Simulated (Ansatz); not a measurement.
SnTe:

```
Te Sn
1.0
     0.00000    3.61115    3.61115
     3.61115    0.00000    3.61115
     3.61115    3.61115    0.00000
Te Sn
1 1
Cartesian
  1.8056 1.8056 1.8056
  0.0000 0.0000 0.0000
```

Measurements of this composition are mostly on another form, of space group No. 225.

Base run:

```yaml
Program: Ansatz 0.2.0
Functional: PBE0
Potentials_or_basis: Ansatz PAW
Cutoff: "420 eV (not typed: the program's choice for these potentials)"
k_mesh: 4 × 4 × 4
Occupations: fermi-dirac, width 0.05 eV
Spin: no spin polarisation
```

Its results: band gap on the k mesh 0.96 eV, indirect (least direct gap 1.78 eV); pressure -0.6 GPa.

**Question.** The run is repeated on the same cell with these changes: k mesh from 4 × 4 × 4 to 3 × 3 × 3; spin from no spin polarisation to spin-orbit coupling, no magnetisation; potential files from those of the base run to others of the same set. What comes out?

**Answer.** Band gap on the k mesh 1.56 eV, indirect (least direct gap 1.96 eV); pressure -1.4 GPa.

Several settings changed at once, so the effect can't be laid on one alone.

Caveats: some runs use coarse meshes; the PAW data sets come from PBE, with cores solved anew for the run's functional, which leaves a small shift of forces and pressure; the thresholds are loose for stress; spin-orbit coupling is left out, which moves the levels of the heavy elements (some runs); odd divisions of the mesh miss points on the zone boundary, where band edges often lie, so the gap on the mesh can be too wide (some runs).
